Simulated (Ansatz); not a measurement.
**C: squeezing one contact**

The task here is to estimate one member of a computed series from the others.

Computed with Ansatz 0.2.0 (DFT PBE, with the methods named in each step, unless a step's input says otherwise).

### Starting point

Symmetry: Fd-3m, No. 227, cubic system. The conventional cell has a = 4.021 Å, b = 4.021 Å, c = 4.021 Å, α = 90.00°, β = 90.00°, γ = 90.00°. C (site symmetry -43m) is surrounded by 4 C at 1.74 Å.

As a file:

```xyz
2
Lattice="0.0000 2.0104 2.0104 2.0104 0.0000 2.0104 2.0104 2.0104 0.0000" Properties=species:S:1:pos:R:3 pbc="T T T"
C    -0.5026   -0.5026   -0.5026
C     0.5026    0.5026    0.5026
```

Atoms are numbered in the order of the input: C1, C2.

The first run:

File input.yaml:

```yaml
crystal:
  lattice:
    - [0.0, 2.0103628793, 2.0103628793]
    - [2.0103628793, 0.0, 2.0103628793]
    - [2.0103628793, 2.0103628793, 0.0]
  atoms:
    - { symbol: C, position: [-0.125, -0.125, -0.125] }
    - { symbol: C, position: [0.125, 0.125, 0.125] }
kpoints:
  mp_grid: { grid: [13, 13, 13] }
scf:
  occupations: { method: fermi_dirac, width: 0.05 }
hamiltonian:
  xc: pbe
  pseudopotentials: { kind: all_electron, lapw: { basis_error: 0.001 } }
output:
  forces: true
  stress: true
  eigenvalues: true
  populations: true
```

Run with:

```
$ ansatz run input.yaml --threads 1 --pin off --max-ram 2048MiB --backend cpu --events-out ev --progress --plain --runs-dir out
```

Steps of the session up to this table: The bond as given, LAPW; Shortest bond scaled by 1, crystal datasets; Shortest bond scaled by 0.94, LAPW; Shortest bond scaled by 0.82, LAPW; Shortest bond scaled by 0.76, LAPW; Shortest bond scaled by 0.58, LAPW; Shortest bond scaled by 0.58, crystal datasets.

One table of the session follows, with a row left open; its other results are not shown here.

```
                         method  length (Å)  force along the bond (eV/Å)  largest force (eV/Å)
                           LAPW       1.010                       43.703                43.703
                           LAPW       1.323                        9.084                 9.084
                           LAPW       1.428                            ?                     ?
                           LAPW       1.637                        2.089                 2.089
                           LAPW       1.741                        0.000                 0.000
                            PAW       1.010                       43.329                43.329
                            PAW       1.323                        9.087                 9.087
                            PAW       1.428                        6.932                 6.932
                            PAW       1.637                        2.086                 2.086
                            PAW       1.741                        0.000                 0.000
PAW (partial_waves polarizable)       1.010                       43.326                43.326
               crystal datasets       1.010                       43.705                43.705
               crystal datasets       1.741                        0.000                 0.000
```

Q: Estimate the row for LAPW, 1.428 from the others.

As computed: force along the bond (eV/Å): 6.935; largest force (eV/Å): 6.935. In the column «force along the bond (eV/Å)» it lies between PAW, 1.428 (6.932) and LAPW, 1.323 (9.084).

Limits of these values: Rows by PAW come from runs of the same series that aren't printed here. Warnings in the runs' records: crystal datasets made.
